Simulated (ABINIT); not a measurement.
Ag:

```
Ag
1.0
     0.00000    2.04275    2.04275
     2.04275    0.00000    2.04275
     2.04275    2.04275    0.00000
Ag
1
Direct
  0.00000 0.00000 0.00000
```

Base run:

```yaml
Program: ABINIT 10.8.3 (patched build)
Functional: OLYP
Potentials_or_basis: PseudoDojo NC SR PBE v0.4.1 standard
Cutoff: 1116 eV
k_mesh: 11 × 11 × 11
Occupations: fermi-dirac, width 0.05 eV
Spin: no spin polarisation
```

Its results: band gap on the k mesh none (metal or under the smearing width); pressure 6.2 GPa.

Q: After a change of settings the same cell gave: band gap on the k mesh none (metal or under the smearing width); pressure 8.3 GPa. Which change was it?
A. functional from OLYP to RPBE
B. functional from OLYP to WC; potentials or basis from PseudoDojo NC SR PBE v0.4.1 standard to PseudoDojo NC SR PBEsol v0.4.1 standard
C. functional from OLYP to r2SCAN; potentials or basis from PseudoDojo NC SR PBE v0.4.1 standard to JTH PAW LDA v2.0; cutoff from 1116 eV to 544 eV; valence electrons from 19 to 11
D. functional from OLYP to rPW86PBE

A: A.

Caveats: the potentials were made for another functional, which shifts forces and pressure.

Runs at the PBE level aren't shown here.
